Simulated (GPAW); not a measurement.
Crystal: TaN.

```xyz
2
Lattice="2.9380 0.0000 0.0000 -1.4690 2.5444 0.0000 0.0000 0.0000 2.8830" Properties=species:S:1:pos:R:3 pbc="T T T"
Ta    0.0000    0.0000    1.4415
N     1.4690    0.8481    0.0000
```

| Quantity | Value |
| --- | --- |
| Program | GPAW 26.7.0 |
| Task | relaxation of cell and atoms |
| Functional | SCAN |
| Dispersion | D3 |
| Potentials or basis | GPAW PAW data sets (gpaw-data 1.2.1) |
| Cutoff | 800 eV |
| Basis | pw |
| k mesh | 7 × 7 × 7 |
| Occupations | fermi-dirac, width 0.05 eV |
| Spin | no spin polarisation |

At the start: pressure -5.8 GPa; volume 10.78 Å³/atom.

Question: Where does the relaxation end?

Answer: Over 4 steps the energy falls by 2.5 meV/atom and the volume is 10.60 Å³/atom (-1.6 %); space group P-6m2 (No. 187, to 0.05 Å).

The path:
| step | energy change (eV) | largest force (eV/Å) | pressure (GPa) | volume (Å³) |
| --- | --- | --- | --- | --- |
| 1 | 0.0000 | 0.0000 | -5.78 | 21.55 |
| 2 | -0.0041 | 0.0000 | -2.81 | 21.37 |
| 3 | -0.0049 | 0.0000 | 0.05 | 21.21 |
| 4 | -0.0049 | 0.0000 | 0.01 | 21.21 |

Final structure:
```xyz
2
Lattice="2.9218 0.0000 0.0000 -1.4609 2.5303 0.0000 0.0000 0.0000 2.8689" Properties=species:S:1:pos:R:3 pbc="T T T"
Ta    0.0000    0.0000    1.4344
N     1.4609    0.8434    0.0000
```

Caveat: later steps reuse the first step's grids; the PAW data sets were made with another functional, which shifts forces and pressure a little; pairwise dispersion overbinds metals, which lowers pressure and volume.
